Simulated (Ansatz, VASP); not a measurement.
**One calculation of Au, two programs**

File INCAR:

```
  ALGO = Normal
  EDIFF = 1E-7
  ENCUT = 520
  GGA = PE
  ISIF = 2
  ISMEAR = 0
  LASPH = True
  LCHARG = False
  LREAL = False
  LWAVE = False
  NBANDS = 12
  NELM = 100
  PREC = Accurate
  SIGMA = 0.1
```

File KPOINTS:

```
k-points
0
Gamma
  6 6 6
```

Contents of POSCAR:

```
Au
1.0
   -2.0233399445      2.0233399445      1.8906493435
    2.0233399445     -2.0233399445      1.8906493435
    2.0233399445      2.0233399445     -1.8906493435
Au
1
Direct
    0.0000000000      0.0000000000      0.0000000000
```

Input for Ansatz:

```yaml
crystal:
  lattice:
    - [-2.0233399445, 2.0233399445, 1.8906493435]
    - [2.0233399445, -2.0233399445, 1.8906493435]
    - [2.0233399445, 2.0233399445, -1.8906493435]
  atoms:
    - { symbol: Au, position: [0.0, 0.0, 0.0] }
basis:
  ecutwfc: 420
kpoints:
  mp_grid: { grid: [6, 6, 6] }
hamiltonian:
  xc: pbe
scf:
  occupations: { method: gaussian, width: 0.1 }
output:
  forces: true
  stress: true
  eigenvalues: true
```

Alike in both runs: task single point; functional PBE; k mesh 6 × 6 × 6; occupations gaussian, width 0.1 eV; no spin polarisation.

```csv
,VASP,Ansatz
version,VASP 6.6.1,Ansatz 0.2.0
potentials or method,"VASP PAW PBE potentials, release 64 (Au)","scalar-relativistic, plane waves, PAW"
plane-wave cutoff (eV),520,420
valence electrons in the cell,11,19
```

|  | VASP | Ansatz | Ansatz less VASP |
| --- | --- | --- | --- |
| gap on the k mesh at the Fermi level (eV) | none | none | - |
| pressure (GPa) | -13.8 | -13.7 | +0.01 |
| largest component of the traceless stress (GPa) | 1.14 | 1.14 | +0.005 |

A gap of «none» marks a metal or a gap that the smearing closes. The two sets of potentials don't hold the same shells in valence.

Caveats: the k mesh is coarse (spacing up to 0.38 Å⁻¹), so the values aren't converged. Spin-orbit coupling is left out, which matters for the levels of Au.
